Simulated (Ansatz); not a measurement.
# V: equation of state with PBE

V:

```
CELL_PARAMETERS angstrom
2.60429 0.00000 0.00000
-1.30215 2.25538 0.00000
0.00000 0.00000 4.72334
ATOMIC_POSITIONS crystal
V 0.33333 0.66667 0.25000
V 0.66667 0.33333 0.75000
```

This isn't the form of V at room conditions, which is bcc.

```json
{
 "Program": "Ansatz 0.2.0",
 "Task": "equation of state",
 "Functional": "PBE",
 "Potentials or basis": "all-electron LAPW, scalar-relativistic",
 "Basis error allowed": "0.0005 eV/atom",
 "k mesh": "12 × 12 × 6",
 "Occupations": "fermi-dirac, width 0.05 eV",
 "Spin": "collinear spin, ferromagnetic start",
 "Starting moments": "[2.0, 2.0] μB"
}
```

```json
{
 "Equilibrium volume": "13.83 Å³/atom",
 "Bulk modulus at fixed shape and positions": "173 GPa",
 "Pressure derivative of the bulk modulus": "3.9"
}
```

Energy against volume, from the lowest point:
```
volume (Å³/atom)  energy (meV/atom)
          13.039              26.48
          13.317              10.66
          13.594               2.06
          13.872               0.00
          14.149               3.86
          14.427              13.07
          14.704              27.14
```

All runs of the series together: 41 s on 2 threads of AMD EPYC 9R45 96-Core Processor (Zen 5) (shared host).

Caveat: the cell was scaled at fixed shape and fractional positions, which overstates the stiffness of a crystal with free parameters, most of all of layers and chains; the starting moments weren't kept.
